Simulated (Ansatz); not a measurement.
# NbH₂ under pressure

These are results of DFT PBEsol, scalar-relativistic, plane waves, PAW (Ansatz), not measurements. Plane waves to 420 eV; Γ-centred k mesh 16×16×16; Fermi-Dirac smearing of 0.15 eV. No spin polarisation. Phonons by linear response, acoustic sum rule imposed.

Relaxed structure:
```cif
data_structure
_symmetry_space_group_name_H-M 'Fm-3m'
_symmetry_Int_Tables_number 225
_cell_length_a 4.5206
_cell_length_b 4.5206
_cell_length_c 4.5206
_cell_angle_alpha 90.000
_cell_angle_beta 90.000
_cell_angle_gamma 90.000
_cell_volume 92.38
loop_
_atom_site_label
_atom_site_type_symbol
_atom_site_symmetry_multiplicity
_atom_site_Wyckoff_symbol
_atom_site_fract_x
_atom_site_fract_y
_atom_site_fract_z
_atom_site_occupancy
Nb1 Nb 4 a 0.00000 0.00000 0.00000 1
H1 H 8 c 0.25000 0.75000 0.75000 1
```

In a metal, frequencies and elastic constants depend on the k mesh and the smearing, soft modes and shear constants most.

Optical modes at Γ (cm⁻¹) at zero pressure: 1112, 1294.

Under hydrostatic pressure the same modes lie at 1138, 1317 cm⁻¹. What is the pressure, and how much has the cell shrunk?

Results:

3 GPa; the volume is 1.5 % smaller.